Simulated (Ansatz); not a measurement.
What does this script print? It uses Ansatz's Python interface.

`run_berry.py`:
```python
"""Change of polarisation in AgBr when one atom moves."""

import warnings

import ansatz
import numpy as np

warnings.simplefilter("ignore", ansatz.DeckWarning)

vectors = np.array([
    [0.0, 2.87015, 2.87015],
    [2.87015, 0.0, 2.87015],
    [2.87015, 2.87015, 0.0],
])
agbr = (
    ansatz.Lattice.of(vectors)
    .atom("Ag", (0.0, 0.0, 0.0))
    .atom("Br", (0.5, 0.5, 0.5))
)

def berry(structure):
    return (
        structure.calculation()
        .pseudopotentials("nc")
        .kpoints(6, 6, 6, center="gamma")
        .accuracy("medium")
        .functional("rpbe", dispersion="d3bj")
        .occupations("fixed")
        .polarization()
        .run()
        .polarization()
    )


vectors = np.array(agbr.lattice.vectors)
shifted = agbr.move(1, to=np.array(agbr.sites[1].position) + 0.01 * np.linalg.inv(vectors)[1])
before, after = berry(agbr), berry(shifted)
for label, p in (("as typed", before), ("shifted", after)):
    print(label, "reduced polarisation:", [round(axis.reduced, 4) for axis in p.axes], "modulo", p.modulus)
# take the change on the nearest branch, then turn it into a dipole per cell
change = np.array([b.reduced - a.reduced for a, b in zip(before.axes, after.axes)])
change -= before.modulus * np.round(change / before.modulus)
dipole = change @ vectors
print("dipole change (e A):", np.round(dipole, 4) + 0.0)
print("column of the Born charge of", agbr.sites[1].symbol, "for a shift along y:", np.round(dipole / 0.01, 2) + 0.0)
```

`python run_berry.py` gives:
```text
as typed reduced polarisation: [3.5, 3.5, 3.5] modulo 1
shifted reduced polarisation: [3.4974, 3.5026, 3.4974] modulo 1
dipole change (e A): [ 0.     -0.0151  0.    ]
column of the Born charge of Br for a shift along y: [ 0.   -1.51  0.  ]
```

Caveats:
- The settings weren't tested for convergence.
- Such functionals run on norm-conserving files made under PBE, which can move pressures by some GPa.
- Of the deposited cell: the entry's cell lengths or inner coordinates differ somewhat from later room-temperature determinations.
- The starting cell is as deposited in a crystallographic database; the results hold for this polymorph, which needn't be the stable one.
- Polarisation is defined up to a quantum, so only the change along a continuous path has meaning.
- It ran for 20 s on 1 thread of Arm Neoverse V1, on a shared host, peak memory 0.46 GiB.

(Lines on the test bed's own set-up are left out of the output.)
